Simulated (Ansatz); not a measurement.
BaTiO3, DFT, PBE, PAW with Ansatz's default frozen-core files, scalar-relativistic (Ansatz 0.2.0), run on 2 threads of Intel(R) Xeon(R) 6975P-C (Granite Rapids) on a shared host.

The cell is COD entry 2100858, as deposited and not checked against the literature; nothing was relaxed. The listed cell was then made from it by scaling, straining or moving an atom.

Command: `ansatz run input.yaml --threads 2 --pin off --max-ram 6144MiB --backend cpu --events-out ev --progress --plain --runs-dir out`

```yaml
crystal:
  lattice:
    - [4.0782473671, 0.0, 0.0]
    - [0.0, 4.0782473671, 0.0]
    - [0.0, 0.0, 4.0968043205]
  atoms:
    - { symbol: Ba, position: [0.0, 0.0, 0.0] }
    - { symbol: Ti, position: [0.5, 0.5, 0.482] }
    - { symbol: O, position: [0.5, 0.5, 0.016] }
    - { symbol: O, position: [0.5, 0.0, 0.515] }
    - { symbol: O, position: [0.0, 0.5, 0.515] }
kpoints:
  mp_grid: { grid: [7, 7, 7] }
scf:
  occupations: { method: fermi_dirac, width: 0.08 }
hamiltonian:
  xc: pbe
  pseudopotentials: { kind: paw }
output:
  forces: true
  stress: true
  eigenvalues: true
  efg: { contact_densities: true }
```

(1) How large is the problem that the program sets up?

(2) Estimate the wall time and the peak memory.

(3) And the same cell and mesh by all-electron PAW (datasets made for this crystal), asked for forces, stress, eigenvalues, efg, on the same hardware?

Results:

(1) 40 irreducible k-points, 1357 plane waves at Γ, 25 bands.

(2) 3.8 s of wall time for 6 SCF iterations, with a peak of 0.46 GiB. Times on shared machines scatter by tens of per cent.

(3) 18 s, peak memory 1 GiB.
